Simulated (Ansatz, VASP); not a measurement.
Ti in VASP and in Ansatz

```xyz
1
Lattice="0.0000 2.0607 2.0607 2.0607 0.0000 2.0607 2.0607 2.0607 0.0000" Properties=species:S:1:pos:R:3 pbc="T T T"
Ti    0.0000    0.0000    0.0000
```

Alike in both runs: task single point; functional PBEsol; k mesh 18 × 18 × 18; occupations gaussian, width 0.1 eV; no spin polarisation.

```csv
,VASP,Ansatz
version,VASP 6.6.1,Ansatz 0.2.0
potentials or method,"VASP PAW PBE potentials, release 64 (Ti_sv)","scalar-relativistic, plane waves, PAW"
plane-wave cutoff (eV),520,420
valence electrons in the cell,12,12
```

|  | VASP | Ansatz | Ansatz less VASP |
| --- | --- | --- | --- |
| gap on the k mesh at the Fermi level (eV) | none | none | - |
| pressure (GPa) | -5.3 | -5.1 | +0.23 |

A gap of «none» marks a metal or a gap that the smearing closes.

Caveats: the PAW data sets were made with another functional, which shifts forces and pressure a little (VASP).
